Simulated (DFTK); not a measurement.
**Pb in DFTK: the effect of functional**

The system is Pb.

```
Pb
1.0
     3.48000    0.00000    0.00000
    -1.74000    3.01377    0.00000
     0.00000    0.00000    5.59000
Pb
2
Direct
  0.66667 0.33333 0.75000
  0.33333 0.66667 0.25000
```

This isn't the form of Pb at room conditions, which is fcc.

Alike in all runs:

| Item | Value |
| --- | --- |
| Program | DFTK 0.8.2 |
| Task | band structure |
| Potentials or basis | SG15 1.2 (PBE) |
| Cutoff | 1225 eV |
| k mesh | 7 × 7 × 4 |
| Occupations | fermi-dirac, width 0.05 eV |
| Spin | no spin polarisation |

| functional | pressure (GPa) |
| --- | --- |
| LDA | -1.1 |
| PBEsol | 0.8 |
| r2SCAN | 0.8 |
| SCAN | 0.7 |
| TASK | ? |

**Question.** What does the run with functional TASK give?

**Answer.** Pressure 3.7 GPa.

Caveats: the potentials were made for another functional, which shifts forces and pressure.
